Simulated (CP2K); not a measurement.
The system is Tc.

```
Tc
1.0
     2.74000    0.00000    0.00000
    -1.37000    2.37291    0.00000
     0.00000    0.00000    4.39800
Tc
2
Direct
  0.66667 0.33333 0.75000
  0.33333 0.66667 0.25000
```

Base run:

| Quantity | Value |
| --- | --- |
| Program | CP2K 2026.2 |
| Functional | optB88-vdW |
| Potentials or basis | POTENTIAL_UZH Tc GTH-PBE-q15; TZVP-MOLOPT-PBE-GTH basis |
| Density cutoff | 9184 eV |
| k mesh | 11 × 11 × 6 |
| Occupations | fermi-dirac, width 0.05 eV |
| Spin | no spin polarisation |

Its results: band gap on the k mesh none (metal or under the smearing width); pressure 7.4 GPa.

**Question.** After a change of settings the same cell gave: band gap on the k mesh none (metal or under the smearing width); pressure -2.1 GPa. Which change was it?
A. functional from optB88-vdW to PBEsol
B. functional from optB88-vdW to BEEF-vdW
C. functional from optB88-vdW to AM05
D. functional from optB88-vdW to LDA

**Answer.** A.

Caveats: the potentials were made for another functional, which shifts forces and pressure; the basis of atomic orbitals isn't converged, which shifts pressures, moduli and gaps.

Runs at the PBE level aren't shown here.
